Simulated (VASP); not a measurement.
# SnSe2 (P-3m1) in VASP: a series of runs

One crystal, SnSe2, is run at these levels: LDA; tasks: single point.

Everything below comes from runs of VASP 6.6.1. Logs are shortened: lines on timing, memory, paths and dates and some standing lists are left out, and cuts for length are marked.

### Step 1. The crystal as given

Symmetry: P-3m1, No. 164, trigonal system. Conventional cell: a = 3.811 Å, b = 3.811 Å, c = 6.136 Å, α = 90.00°, β = 90.00°, γ = 120.00°. Sn (site symmetry -3m) is surrounded by 6 Se at 2.68 Å. Se (site symmetry 3m) has 3 Sn at 2.68 Å as nearest neighbours.

### Step 2. Single point, LDA

The input, INCAR:

```
SYSTEM = SnSe2
PREC     = Accurate       ! precision mode
ENCUT    = 250            ! plane-wave cutoff, eV
EDIFF    = 1E-7           ! SCF threshold, eV
ISMEAR   = 0              ! smearing method
SIGMA    = 0.05           ! smearing width, eV
LREAL    = .False.        ! projectors in reciprocal space
LASPH    = .True.         ! aspherical terms in the spheres
NELM     = 100            ! most SCF steps
ALGO     = Normal         ! electronic algorithm
ISIF     = 2              ! what is computed and relaxed
LWAVE    = .False.        ! write WAVECAR
LCHARG   = .False.        ! write CHGCAR
NBANDS   = 20             ! bands
ADDGRID  = .False.
```

The input, KPOINTS:

```
regular mesh
0
Gamma
  5 5 3
  0 0 0
```

The input, POSCAR:

```
SnSe2
1.0
    3.8110000000      0.0000000000      0.0000000000
   -1.9055000000      3.3004228138      0.0000000000
    0.0000000000      0.0000000000      6.1360000000
Sn Se
1 2
Direct
    0.0255860000      0.0074750000      0.0043360000
    0.6613810000      0.3516810000      0.7467700000
    0.3595740000      0.6870860000      0.2661230000
```

Potentials or basis: VASP PAW LDA potentials, release 64 (Sn_d, Se).

Run with:

```bash
cat potpaw_LDA.64/Sn_d/POTCAR potpaw_LDA.64/Se/POTCAR > POTCAR
mpirun -np 1 vasp_std > vasp.out
```

OUTCAR:

```text
SYSTEM = SnSe2
   PREC = Accurate
   ENCUT = 250
   EDIFF = 1E-7
   ISMEAR = 0
   LREAL = .False.
   LASPH = .True.
   NELM = 100
   ISIF = 2

 Found     38 irreducible k-points:

 Following reciprocal coordinates:
            Coordinates               Weight
  0.000000  0.000000  0.000000      1.000000
  0.200000 -0.000000  0.000000      2.000000
  0.000000  0.200000  0.000000      2.000000
 -0.200000  0.200000  0.000000      2.000000
  0.400000 -0.000000  0.000000      2.000000
  0.000000  0.400000  0.000000      2.000000
   k-points           NKPTS =     38   k-points in BZ     NKDIM =     38   number of bands    NBANDS=     20
   number of dos      NEDOS =    301   number of ions     NIONS =      3
   total plane-waves  NPLWV =  12800
   dimension x,y,z NGX =    20 NGY =   20 NGZ =   32
   dimension x,y,z NGXF=    40 NGYF=   40 NGZF=   64
   ions per type =               1   2
   NGX,Y,Z   is equivalent  to a cutoff of   8.72,  8.72,  8.67 a.u.
   NGXF,Y,Z  is equivalent  to a cutoff of  17.45, 17.45, 17.34 a.u.
 SYSTEM =  SnSe2
   PREC   = accura    normal or accurate (medium, high low for compatibility)
   ISTART =      0    job   : 0-new  1-cont  2-samecut
   ICHARG =      2    charge: 1-file 2-atom 10-const
   ISPIN  =      1    spin polarized calculation?
   LNONCOLLINEAR =      F non collinear calculations
   LSORBIT =      F    spin-orbit coupling
   LASPH  =      T    aspherical Exc in radial PAW
   ENCUT  =  250.0 eV  18.37 Ry    4.29 a.u.   4.91  4.91  7.91*2*pi/ulx,y,z
   NELM   =    100;   NELMIN=  2; NELMDL= -5     # of ELM steps
   EDIFF  = 0.1E-06   stopping-criterion for ELM
   LREAL  =      F    real-space projection
   EDIFFG = 0.1E-05   stopping-criterion for IOM
   NSW    =      0    number of steps for IOM
   IBRION =     -1    ionic relax: 0-MD 1-quasi-New 2-CG
   NFREE  =      0    steps in history (QN), initial steepest desc. (CG)
   ISIF   =      2    stress and relaxation
   ISYM   =      2    0-nonsym 1-usesym 2-fastsym
   POTIM  = 0.5000    time-step for ionic-motion
   TEBEG  =    0.0;   TEEND  =   0.0 temperature during run
   PSTRESS=    0.0 pullay stress
   NELECT =      26.0000    total number of electrons
   NUPDOWN=      -1.0000    fix difference up-down
   EMIN   =  10.00;   EMAX   =-10.00  energy-range for DOS
   EFERMI =   0.00;   METHOD = LEGACY
   ISMEAR =     0;   SIGMA  =   0.05  broadening in eV -4-tet -1-fermi 0-gaus
   EFERMI_NEDOS =   21; number of points for ismear=-14 and -15
   IALGO  =     38    algorithm
   IMIX   =      4    mixing-type and parameters
     AMIX     =   0.40;   BMIX     =  1.00
     AMIX_MAG =   1.60;   BMIX_MAG =  1.00
  volume/ion in A,a.u.               =      25.73       173.61
  Fermi-wavevector in a.u.,A,eV,Ry     =   1.139116  2.152617 17.654722  1.297585
  Thomas-Fermi vector in A             =   2.275820
   LORBIT       =      0    0 simple, 1 ext, 2 COOP (PROOUT), +10 PAW based schemes
   GGA     = CA    functional components
   LHFCALC =     F    Hartree Fock is set to
   AEXX    =    0.0000 exact exchange contribution
   IVDW    =     0    specifies the selected vdW correction
   LEPSILON=     F    determine dielectric tensor
   LRPA    =     F    only Hartree local field effects (RPA)
 non-spin polarized calculation
 Gauss-broadening in eV      SIGMA  =   0.05
  energy-cutoff  :      250.00
  volume of cell :       77.18
 maximum number of plane-waves:       705
   NGX =  9   NGY =  9   NGZ = 15

 number of electron      26.0000017 magnetization

 Free energy of the ion-electron system (eV)
  ---------------------------------------------------
  ext. energy  EPLUGINS =         0.00000000
  ---------------------------------------------------
  free energy    TOTEN  =       -13.69647523 eV

  energy without entropy =      -13.69647523  energy(sigma->0) =      -13.69647523

 E-fermi :   4.3635     XC(G=0):  -9.8233

 val. band max:        4.1602753199   @ k =   0.2000  -0.0000   0.0000
 cond. band min:       4.5691318873   @ k =   0.4000  -0.4000   0.3333
 fundamental gap:      0.4088565674
 Fermi energy:         4.3634820533

 k-point     1 :       0.0000    0.0000    0.0000
  band No.  band energies     occupation
      1     -17.0208      2.00000
      2     -17.0166      2.00000
      3     -16.9768      2.00000
      4     -16.9657      2.00000
      5     -16.9645      2.00000
      6      -9.7498      2.00000
[... 12 lines left out ...]
     19      13.0761      0.00000
     20      13.2583      0.00000

 k-point     2 :       0.2000   -0.0000    0.0000
  band No.  band energies     occupation
      1     -17.0386      2.00000
      2     -17.0038      2.00000
      3     -16.9769      2.00000
      4     -16.9634      2.00000
      5     -16.9612      2.00000
      6      -9.3660      2.00000
[... 12 lines left out ...]
     19      12.0442      0.00000
     20      13.4750      0.00000

 k-point     3 :       0.0000    0.2000    0.0000
  band No.  band energies     occupation
      1     -17.0345      2.00000
      2     -17.0076      2.00000
      3     -16.9752      2.00000
      4     -16.9656      2.00000
      5     -16.9608      2.00000
      6      -9.3653      2.00000
[... 12 lines left out ...]
     19      12.1344      0.00000
     20      13.4743      0.00000

 k-point     4 :      -0.2000    0.2000    0.0000
  band No.  band energies     occupation
      1     -17.0342      2.00000
      2     -17.0070      2.00000
      3     -16.9747      2.00000
      4     -16.9665      2.00000
      5     -16.9610      2.00000
      6      -9.3673      2.00000
[... 12 lines left out ...]
     19      12.1982      0.00000
     20      13.5050      0.00000

 k-point     5 :       0.4000   -0.0000    0.0000
  band No.  band energies     occupation
      1     -17.0708      2.00000
      2     -16.9944      2.00000
      3     -16.9889      2.00000
      4     -16.9477      2.00000
      5     -16.9409      2.00000
      6      -8.4490      2.00000
[... 12 lines left out ...]
     19      13.5776      0.00000
     20      14.5254      0.00000

 k-point     6 :       0.0000    0.4000    0.0000
  band No.  band energies     occupation
      1     -17.0656      2.00000
      2     -16.9981      2.00000
      3     -16.9872      2.00000
      4     -16.9500      2.00000
      5     -16.9413      2.00000
      6      -8.4321      2.00000
[... 12 lines left out ...]
     19      13.5955      0.00000
     20      14.4351      0.00000

 [... further k-points ...]

------------------------ aborting loop because EDIFF is reached ----------------------------------------

  FORCE on cell =-STRESS in cart. coord.  units (eV):
  Direction    XX          YY          ZZ          XY          YZ          ZX
  --------------------------------------------------------------------------------------
  -------------------------------------------------------------------------------------
  Total       -0.4471674     -0.4768256     -0.8218708      0.0774772     -0.1039061     -0.5038674
  in kB       -9.2829669     -9.8986564    -17.0616194      1.6083879     -2.1570377    -10.4600303
  external PRESSURE =     -12.0810809 kB  Pullay stress =       0.0000000 kB

 VOLUME and BASIS-vectors are now :
 -----------------------------------------------------------------------------
  energy-cutoff  :      250.00
  volume of cell :       77.18
      direct lattice vectors                 reciprocal lattice vectors
     3.811000000  0.000000000  0.000000000     0.262398321  0.151495741  0.000000000
    -1.905500000  3.300422814  0.000000000     0.000000000  0.302991482  0.000000000
     0.000000000  0.000000000  6.136000000     0.000000000  0.000000000  0.162972621

 POSITION                                       TOTAL-FORCE (eV/Angst)
 -----------------------------------------------------------------------------------
      0.08326      0.02467      0.02661        -0.376783      0.111731      0.271843
      1.85039      1.16070      4.58218         0.390825     -0.023618      0.000675
      0.06109      2.26767      1.63293        -0.014041     -0.088112     -0.272517
 -----------------------------------------------------------------------------------
    total drift:                                0.001057     -0.001255     -0.003357

  FREE ENERGIE OF THE ION-ELECTRON SYSTEM (eV)
  ---------------------------------------------------
  free  energy   TOTEN  =       -13.6964752257 eV

  energy  without entropy=      -13.6964752256  energy(sigma->0) =      -13.69647523
```

Run time: 8.6 s. Hardware: 1 thread of Intel Xeon 6975P-C (Granite Rapids), shared host; peak memory 0.13 GiB.

The run converged, but some of its settings lie outside the range that counts as converged, so its numbers aren't taken as properties of the crystal.

Results:

| Item | Value |
| --- | --- |
| Free energy | -13.6965 eV |
| Largest force | 0.478 eV/Å |
| Band gap on the k mesh | 0.41 eV, indirect (least direct gap 0.86 eV) |

Caveat: the cutoff is under 1.25 times the usual one of these potentials, so pressure, stress and relaxed cells hold a basis-set (Pulay) error; spin-orbit coupling is left out, which moves the levels of the heavy elements; an odd mesh through Γ misses points on the zone boundary, where band edges often lie.

### Step 3. Single point, LDA

Changes to INCAR since step 2:

```diff
@@ -2,3 +2,3 @@
 PREC     = Accurate       ! precision mode
-ENCUT    = 250            ! plane-wave cutoff, eV
+ENCUT    = 450            ! plane-wave cutoff, eV
 EDIFF    = 1E-7           ! SCF threshold, eV
```

The input, KPOINTS:

```
regular mesh
0
Gamma
  4 4 2
  0 0 0
```

The input, POSCAR:

```
SnSe2
1.0
    3.8110000000      0.0000000000      0.0000000000
   -1.9055000000      3.3004228138      0.0000000000
    0.0000000000      0.0000000000      6.1360000000
Sn Se
1 2
Direct
    0.0000000000      0.0000000000      0.0000000000
    0.6666666667      0.3333333333      0.7510000000
    0.3333333333      0.6666666667      0.2490000000
```

Potentials or basis: VASP PAW LDA potentials, release 64 (Sn_d, Se).

Run with:

```bash
cat potpaw_LDA.64/Sn_d/POTCAR potpaw_LDA.64/Se/POTCAR > POTCAR
mpirun -np 1 vasp_std > vasp.out
```

OUTCAR:

```text
SYSTEM = SnSe2
   PREC = Accurate
   ENCUT = 450
   EDIFF = 1E-7
   ISMEAR = 0
   LREAL = .False.
   LASPH = .True.
   NELM = 100
   ISIF = 2

 Found      8 irreducible k-points:

 Following reciprocal coordinates:
            Coordinates               Weight
  0.000000  0.000000  0.000000      1.000000
  0.250000 -0.000000  0.000000      6.000000
  0.500000 -0.000000  0.000000      3.000000
  0.250000  0.250000  0.000000      6.000000
  0.000000  0.000000  0.500000      1.000000
  0.250000 -0.000000  0.500000      6.000000
[... 217 lines left out ...]
  FORCE on cell =-STRESS in cart. coord.  units (eV):
  Direction    XX          YY          ZZ          XY          YZ          ZX
  --------------------------------------------------------------------------------------
  -------------------------------------------------------------------------------------
  Total        0.6290604      0.6290604      0.6438196      0.0000000      0.0000000      0.0000000
  in kB       13.0589728     13.0589728     13.3653672      0.0000000      0.0000000      0.0000000
  external PRESSURE =      13.1611043 kB  Pullay stress =       0.0000000 kB

 VOLUME and BASIS-vectors are now :
 -----------------------------------------------------------------------------
  energy-cutoff  :      450.00
  volume of cell :       77.18
      direct lattice vectors                 reciprocal lattice vectors
     3.811000000  0.000000000  0.000000000     0.262398321  0.151495741  0.000000000
    -1.905500000  3.300422814  0.000000000     0.000000000  0.302991482  0.000000000
     0.000000000  0.000000000  6.136000000     0.000000000  0.000000000  0.162972621

 POSITION                                       TOTAL-FORCE (eV/Angst)
 -----------------------------------------------------------------------------------
      0.00000      0.00000      0.00000        -0.000000      0.000000      0.000000
      1.90550      1.10014      4.60814         0.000000      0.000000     -0.457240
     -0.00000      2.20028      1.52786        -0.000000     -0.000000      0.457240
 -----------------------------------------------------------------------------------
    total drift:                                0.000000      0.000000     -0.000000

  FREE ENERGIE OF THE ION-ELECTRON SYSTEM (eV)
  ---------------------------------------------------
  free  energy   TOTEN  =       -13.6559461010 eV

  energy  without entropy=      -13.6559461010  energy(sigma->0) =      -13.65594610
```

OSZICAR:

```text
N       E                     dE             d eps       ncg     rms          rms(c)
DAV:   1     0.193857548045E+03    0.19386E+03   -0.11250E+04   320   0.133E+03
DAV:   2     0.934835780294E+01   -0.18451E+03   -0.17778E+03   344   0.340E+02
DAV:   3    -0.131402952671E+02   -0.22489E+02   -0.21488E+02   388   0.110E+02
DAV:   4    -0.139647672008E+02   -0.82447E+00   -0.82195E+00   368   0.218E+01
DAV:   5    -0.139860333183E+02   -0.21266E-01   -0.21264E-01   436   0.367E+00    0.534E+00
DAV:   6    -0.136964642091E+02    0.28957E+00   -0.50247E-01   468   0.751E+00    0.341E+00
DAV:   7    -0.136597895589E+02    0.36675E-01   -0.15851E-01   396   0.244E+00    0.956E-01
DAV:   8    -0.136561937454E+02    0.35958E-02   -0.12107E-02   440   0.108E+00    0.289E-01
DAV:   9    -0.136559469019E+02    0.24684E-03   -0.12246E-03   372   0.254E-01    0.854E-02
DAV:  10    -0.136559426399E+02    0.42620E-05   -0.89488E-05   396   0.612E-02    0.309E-02
DAV:  11    -0.136559463487E+02   -0.37088E-05   -0.99032E-06   372   0.186E-02    0.423E-03
DAV:  12    -0.136559460107E+02    0.33806E-06   -0.11447E-06   424   0.666E-03    0.394E-03
DAV:  13    -0.136559461010E+02   -0.90276E-07   -0.31827E-07   368   0.430E-03
   1 F= -.13655946E+02 E0= -.13655946E+02  d E =-.254203E-12
```

stdout:

```text
POSCAR found type information on POSCAR SnSe
 POSCAR found :  2 types and       3 ions
 scaLAPACK will be used
 LDA part: xc-table for (Slater(with rela. corr.)+CA(PZ))
 , standard interpolation
 POSCAR, INCAR and KPOINTS ok, starting setup
 FFT: planning ... GRIDC
 FFT: planning ... GRID_SOFT
 FFT: planning ... GRID
 WAVECAR not read
 entering main loop
```

Wall time 5.9 s (1 thread of Intel Xeon 6975P-C (Granite Rapids), shared host); peak memory 0.15 GiB.

The run converged, but some of its settings lie outside the range that counts as converged, so its numbers aren't taken as properties of the crystal.

Results:

* Free energy: -13.6559 eV
* Pressure: 1.3 GPa
* Largest force: 0.457 eV/Å
* Band gap on the k mesh: 0.76 eV, indirect (least direct gap 0.89 eV)

Caveat: the k mesh is coarse (spacing up to 0.51 Å⁻¹), so the values aren't converged; spin-orbit coupling is left out, which moves the levels of the heavy elements.

### Step 4. Single point, LDA

INCAR is that of step 3.

KPOINTS is that of step 3.

The input, POSCAR:

```
SnSe2
1.0
    3.8110000000      0.0000000000      0.0000000000
   -1.9055000000      3.3004228138      0.0000000000
    0.0000000000      0.0000000000      6.1360000000
Sn Se
1 2
Direct
    0.0255860000      0.0074750000      0.0043360000
    0.6613810000      0.3516810000      0.7467700000
    0.3595740000      0.6870860000      0.2661230000
```

Potentials or basis: VASP PAW LDA potentials, release 64 (Sn_d, Se).

Run with:

```bash
cat potpaw_LDA.64/Sn_d/POTCAR potpaw_LDA.64/Se/POTCAR > POTCAR
mpirun -np 1 vasp_std > vasp.out
```

OUTCAR:

```text
SYSTEM = SnSe2
   PREC = Accurate
   ENCUT = 450
   EDIFF = 1E-7
   ISMEAR = 0
   LREAL = .False.
   LASPH = .True.
   NELM = 100
   ISIF = 2

 Found     20 irreducible k-points:

 Following reciprocal coordinates:
            Coordinates               Weight
  0.000000  0.000000  0.000000      1.000000
  0.250000 -0.000000  0.000000      2.000000
  0.000000  0.250000  0.000000      2.000000
 -0.250000  0.250000  0.000000      2.000000
  0.500000 -0.000000  0.000000      1.000000
  0.000000  0.500000  0.000000      1.000000
[... 217 lines left out ...]
  FORCE on cell =-STRESS in cart. coord.  units (eV):
  Direction    XX          YY          ZZ          XY          YZ          ZX
  --------------------------------------------------------------------------------------
  -------------------------------------------------------------------------------------
  Total       -0.0480444     -0.0834270     -1.0743735      0.0934434     -0.1082538     -0.5231129
  in kB       -0.9973773     -1.7319028    -22.3034464      1.9398376     -2.2472933    -10.8595572
  external PRESSURE =      -8.3442422 kB  Pullay stress =       0.0000000 kB

 VOLUME and BASIS-vectors are now :
 -----------------------------------------------------------------------------
  energy-cutoff  :      450.00
  volume of cell :       77.18
      direct lattice vectors                 reciprocal lattice vectors
     3.811000000  0.000000000  0.000000000     0.262398321  0.151495741  0.000000000
    -1.905500000  3.300422814  0.000000000     0.000000000  0.302991482  0.000000000
     0.000000000  0.000000000  6.136000000     0.000000000  0.000000000  0.162972621

 POSITION                                       TOTAL-FORCE (eV/Angst)
 -----------------------------------------------------------------------------------
      0.08326      0.02467      0.02661        -0.371728      0.110065      0.273193
      1.85039      1.16070      4.58218         0.409952     -0.019410      0.001968
      0.06109      2.26767      1.63293        -0.038224     -0.090656     -0.275161
 -----------------------------------------------------------------------------------
    total drift:                               -0.000096     -0.000173      0.000415

  FREE ENERGIE OF THE ION-ELECTRON SYSTEM (eV)
  ---------------------------------------------------
  free  energy   TOTEN  =       -13.6401745002 eV

  energy  without entropy=      -13.6401745002  energy(sigma->0) =      -13.64017450
```

OSZICAR:

```text
N       E                     dE             d eps       ncg     rms          rms(c)
DAV:   1     0.191838279192E+03    0.19184E+03   -0.11356E+04   808   0.135E+03
DAV:   2     0.840363184023E+01   -0.18343E+03   -0.17671E+03   840   0.354E+02
DAV:   3    -0.131291170346E+02   -0.21533E+02   -0.21071E+02   956   0.109E+02
DAV:   4    -0.139330097034E+02   -0.80389E+00   -0.80216E+00   960   0.217E+01
DAV:   5    -0.139517318762E+02   -0.18722E-01   -0.18721E-01  1064   0.348E+00    0.512E+00
DAV:   6    -0.136760700095E+02    0.27566E+00   -0.53746E-01  1184   0.735E+00    0.325E+00
DAV:   7    -0.136438450947E+02    0.32225E-01   -0.14015E-01   956   0.222E+00    0.976E-01
DAV:   8    -0.136404288668E+02    0.34162E-02   -0.10226E-02  1052   0.909E-01    0.271E-01
DAV:   9    -0.136401780833E+02    0.25078E-03   -0.11565E-03   928   0.239E-01    0.797E-02
DAV:  10    -0.136401715930E+02    0.64903E-05   -0.98341E-05   936   0.640E-02    0.305E-02
DAV:  11    -0.136401747182E+02   -0.31252E-05   -0.12567E-05   924   0.213E-02    0.482E-03
DAV:  12    -0.136401744141E+02    0.30413E-06   -0.11184E-06  1072   0.671E-03    0.405E-03
DAV:  13    -0.136401745002E+02   -0.86061E-07   -0.29946E-07   940   0.382E-03
   1 F= -.13640175E+02 E0= -.13640175E+02  d E =-.742667E-12
```

stdout:

```text
POSCAR found type information on POSCAR SnSe
 POSCAR found :  2 types and       3 ions
 scaLAPACK will be used
 LDA part: xc-table for (Slater(with rela. corr.)+CA(PZ))
 , standard interpolation
 POSCAR, INCAR and KPOINTS ok, starting setup
 FFT: planning ... GRIDC
 FFT: planning ... GRID_SOFT
 FFT: planning ... GRID
 WAVECAR not read
 entering main loop
```

Wall time 13 s (1 thread of Intel Xeon 6975P-C (Granite Rapids), shared host); peak memory 0.16 GiB.

The run converged, but some of its settings lie outside the range that counts as converged, so its numbers aren't taken as properties of the crystal.

What came out:

```yaml
Free_energy: -13.6402 eV
Pressure: -0.8 GPa
Largest_force: 0.474 eV/Å
Band_gap_on_the_k_mesh: 0.47 eV, indirect (least direct gap 0.85 eV)
```

Caveat: the k mesh is coarse (spacing up to 0.51 Å⁻¹), so the values aren't converged; spin-orbit coupling is left out, which moves the levels of the heavy elements.
